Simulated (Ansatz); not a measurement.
Consider the formal exchange of groups at a Bi–O bond: `C[O][Bi]([O]C(C)(C)C)[O]C(C)(C)C` + CH₄ → `C[O][Bi]([CH3])[O]C(C)(C)C` + `CC(C)(C)O`.

Program: Ansatz. Geometries: PBE0-D4/def2-TZVP. ΔE: electronic, gas phase. CCSD(T)/CBS is the MP2 limit (def2-TZVPP, def2-QZVPP) plus CCSD(T) − MP2 in def2-TZVPP, frozen cores. This one scheme is used for every species. DFT in def2-TZVPP. B3LYP here is the variant with VWN-RPA as its local correlation; programs differ in this. HSE06 is defined as in plane-wave codes. def2 core potentials past Kr. For Bi outer-core shells are correlated without core-valence functions, which leaves a few kJ/mol of doubt a bond. One conformer a species, not always the lowest.

```
             level  ΔE (kJ/mol)  difference from CCSD(T)/CBS
           BLYP-D4         84.0                         18.8
           ωB97M-V         66.6                          1.4
              BLYP         57.3                         -7.9
             B3LYP         54.7                        -10.5
           r2SCANh         60.2                         -5.0
             HSE06         47.3                        -17.9
     HF/def2-TZVPP         45.4                        -19.8
   CCSD/def2-TZVPP         60.9                         -4.3
     HF/def2-QZVPP         46.1                        -19.1
SCS-MP2/def2-QZVPP         68.4                          3.2
       CCSD(T)/CBS         65.2                            0
```

Largest T1 diagnostic among the species: 0.014.

From BLYP to BHLYP (50 % exact exchange), in def2-TZVPP and without D4, ΔE moves by −3.9 kJ/mol. Leaving LDA and LC-ωPBE aside and taking each functional with its dispersion term where it has one, the values, not all of them listed here, spread over 26.9 kJ/mol, from PBE-QIDH to BLYP-D4. LDA lies +8.7 kJ/mol from PBE without D4. At CCSD(T), def2-SVP lies +11.9 kJ/mol from the extrapolated value and def2-TZVPP +1.2 kJ/mol.

CCSD(T)/CBS has its own doubt, a few kJ/mol and more with outer-core shells, so smaller differences from it don't rank the levels.
